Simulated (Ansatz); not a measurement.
**CuI: band gap under strain**

How does strain move the band edges of CuI in the zincblende structure, and do the functionals agree on it? States: -3.5 % biaxial strain in x and y, free along z; +4.2 % strain along z alone; +3.3 % equal strain in all directions.

Program: Ansatz 0.2.0. PAW datasets, plane waves. Calculated at 0 K for a non-magnetic cell.

## (1) The cell

The unstrained cell was relaxed with r2SCAN; in each strained cell the atoms were relaxed again with r2SCAN. Names of k-points are those of the unstrained zone, where strain can split equivalent points. First state: -3.5 % biaxial strain in x and y, free along z.

The symmetry is I-4m2 (No. 119, tetragonal); a = 4.113 Å, c = 6.299 Å in the conventional setting, 26.64 Å³ an atom. Around Cu lie 4 I at 2.59 Å; around I lie 4 Cu at 2.59 Å.

As a file:

Space group I-4m2 (No. 119). a = 4.113 Å, b = 4.113 Å, c = 6.299 Å, α = 90.00°, β = 90.00°, γ = 90.00°
| atom | site | symmetry | x | y | z |
| --- | --- | --- | --- | --- | --- |
| Cu | 2a | -4m2 | 0.0000 | 0.0000 | 0.0000 |
| I | 2d | -4m2 | 0.5000 | 0.0000 | 0.2500 |

## (2) -3.5 % biaxial strain in x and y, free along z: PBE

Input file input.yaml:

```yaml
crystal:
  lattice:
    - [0.0, 2.908114114, 3.1494793147]
    - [2.908114114, 0.0, 3.1494793147]
    - [2.908114114, 2.908114114, 0.0]
  atoms:
    - { symbol: Cu, position: [0.0, 0.0, 0.0] }
    - { symbol: I, position: [0.25, 0.25, 0.25] }
kpoints:
  mp_grid: { grid: [8, 8, 8] }
  band_path:
    path:
      - [0.0, 0.0, 0.0]
      - [-0.5, -0.5, 0.0]
      - [-0.375, -0.375, 0.25]
      - [-0.375, 0.0, 0.375]
      - [0.0, 0.0, 0.5]
      - [-0.5, -0.25, 0.25]
    npoints: 1
hamiltonian:
  xc: pbe
scf:
  occupations: { method: fermi_dirac, width: 0.02 }
  n_extra_bands: 4
output:
  forces: true
  stress: true
  eigenvalues: true
```

Further steps of the session: -3.5 % biaxial strain in x and y, free along z: r2SCAN; -3.5 % biaxial strain in x and y, free along z: HSE06; +4.2 % strain along z alone: PBE; +4.2 % strain along z alone: r2SCAN; +4.2 % strain along z alone: HSE06; +3.3 % equal strain in all directions: PBE; +3.3 % equal strain in all directions: r2SCAN; +3.3 % equal strain in all directions: HSE06.

Before running it: what results should come out?

**Answer**, as computed:

Least gap in eV (negative: overlap):

| state | PBE | r2SCAN | HSE06 |
| --- | --- | --- | --- |
| -3.5 % biaxial strain in x and y, free along z | 1.18 | 1.69 | 2.66 |
| +4.2 % strain along z alone | 1.04 | 1.53 | 2.56 |
| +3.3 % equal strain in all directions | 0.93 | 1.40 | 2.49 |

In words: Where both were run, the HSE06 gap lies +1.47 to +1.56 eV from PBE's, each on its own k points. In PBE the gap is least under +3.3 % equal strain in all directions (0.93 eV) and largest under -3.5 % biaxial strain in x and y, free along z (1.18 eV). Spin-orbit coupling is left out of the table, though the cell holds I (Z = 53); in an element this heavy it can shift bands and gaps by tenths of an eV.
